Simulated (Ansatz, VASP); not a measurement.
**One calculation of Pd, two programs**

```
Pd
1.0
     0.00000    1.93800    1.93800
     1.93800    0.00000    1.93800
     1.93800    1.93800    0.00000
Pd
1
Direct
  0.00000 0.00000 0.00000
```

Alike in both runs: functional PBEsol; k mesh 16 × 16 × 16; occupations gaussian, width 0.1 eV; no spin polarisation.

Ansatz relaxed the structure, and its values are those at the end. VASP's run is a single point on that final structure, the one shown.

|  | VASP | Ansatz |
| --- | --- | --- |
| version | VASP 6.6.1 | Ansatz 0.2.0 |
| potentials or method | VASP PAW PBE potentials, release 64 (Pd) | scalar-relativistic, plane waves, PAW |
| plane-wave cutoff (eV) | 520 | 420 |
| valence electrons in the cell | 10 | 18 |

Ansatz gave:

| Item | Value |
| --- | --- |
| gap on the k mesh at the Fermi level (eV) | none |
| pressure (GPa) | 0.0 |

Estimate VASP's values.

gap on the k mesh at the Fermi level (eV): none; pressure (GPa): -0.3.

A gap of «none» marks a metal or a gap that the smearing closes. The functional is the same, so the differences come from potentials, cutoffs and numerics. The two sets of potentials don't hold the same shells in valence. Ansatz warned: «pseudo_functional_mismatch».

Caveats: the PAW data sets were made with another functional, which shifts forces and pressure a little (VASP).
